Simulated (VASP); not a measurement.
A run of VASP 6.6.1 is set up as follows.

INCAR

```
ALGO = Normal
EDIFF = 1E-7
ENCUT = 500
GGA = PS
ISIF = 2
ISMEAR = -1
LASPH = T
LCHARG = F
LEFG = T
LREAL = F
LWAVE = F
NELM = 80
PREC = Accurate
SIGMA = 0.05
```

Contents of KPOINTS:

```
k-points
0
Gamma
  12 12 7
```

The input POSCAR:

```
Mg
1.0
    3.2093000000      0.0000000000      0.0000000000
   -1.6046500000      2.7793353284      0.0000000000
    0.0000000000      0.0000000000      5.2103000000
Mg
2
Direct
    0.3333333333      0.6666666667      0.2500000000
    0.6666666667      0.3333333333      0.7500000000
```

Potentials or basis: VASP PAW PBE potentials, release 64 (Mg).

Launch:

```sh
$ cat potpaw_PBE.64/Mg/POTCAR > POTCAR
$ mpirun -np 1 vasp_std > vasp.out
```

**Question.** Estimate the band gap on the k mesh.

**Answer.** None (metal or under the smearing width).

**Question.** Predict the pressure.

**Answer.** -1.2 GPa.

Electric field gradients, principal values (V/Å²):
| atom | Vxx | Vyy | Vzz |
| --- | --- | --- | --- |
| 1 Mg | -0.556 | -0.556 | 1.112 |
| 2 Mg | -0.556 | -0.556 | 1.112 |

Caveat: the PAW data sets were made with another functional, which shifts forces and pressure a little.
